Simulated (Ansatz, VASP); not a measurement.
**One calculation of Al, two programs**

INCAR

```
PREC = Accurate
ENCUT = 520
EDIFF = 1E-7
ISMEAR = 0
SIGMA = 0.15
LREAL = F
LASPH = T
NELM = 80
ALGO = Normal
ISIF = 2
LWAVE = F
LCHARG = F
GGA = PE
IVDW = 12
NBANDS = 8
```

KPOINTS

```
regular mesh
0
Gamma
  20 20 20
```

The input POSCAR:

```
Al
1.0
    0.0000000000      1.9632606000      2.0846994000
    1.9632606000      0.0000000000      2.0846994000
    1.9632606000      1.9632606000      0.0000000000
Al
1
Direct
    0.0000000000      0.0000000000      0.0000000000
```

Input for Ansatz:

```yaml
crystal:
  lattice:
    - [0.0, 1.9632606, 2.0846994]
    - [1.9632606, 0.0, 2.0846994]
    - [1.9632606, 1.9632606, 0.0]
  atoms:
    - { symbol: Al, position: [0.0, 0.0, 0.0] }
basis:
  ecutwfc: 420
kpoints:
  mp_grid: { grid: [20, 20, 20] }
hamiltonian:
  xc: pbe
  dispersion: d3bj
scf:
  occupations: { method: gaussian, width: 0.15 }
output:
  forces: true
  stress: true
  eigenvalues: true
```

Change from the starting cell: strain -0.030 along x and y, +0.030 along z, atoms carried along.

Alike in both runs: task single point; functional PBE; dispersion D3(BJ); k mesh 20 × 20 × 20; occupations gaussian, width 0.15 eV; no spin polarisation.

|  | VASP | Ansatz |
| --- | --- | --- |
| version | VASP 6.6.1 | Ansatz 0.2.0 |
| potentials or method | VASP PAW PBE potentials, release 64 (Al) | scalar-relativistic, plane waves, PAW |
| plane-wave cutoff (eV) | 520 | 420 |
| valence electrons in the cell | 3 | 3 |

Ansatz gave:

| Quantity | Value |
| --- | --- |
| gap on the k mesh at the Fermi level (eV) | none |
| pressure (GPa) | -1.2 |
| largest component of the traceless stress (GPa) | 2.58 |

Question: Which values does VASP return?

Answer: gap on the k mesh at the Fermi level (eV): none; pressure (GPa): -1.3; largest component of the traceless stress (GPa): 2.58.

A gap of «none» marks a metal or a gap that the smearing closes.

Caveats: pairwise dispersion overbinds metals, which lowers pressure and volume.
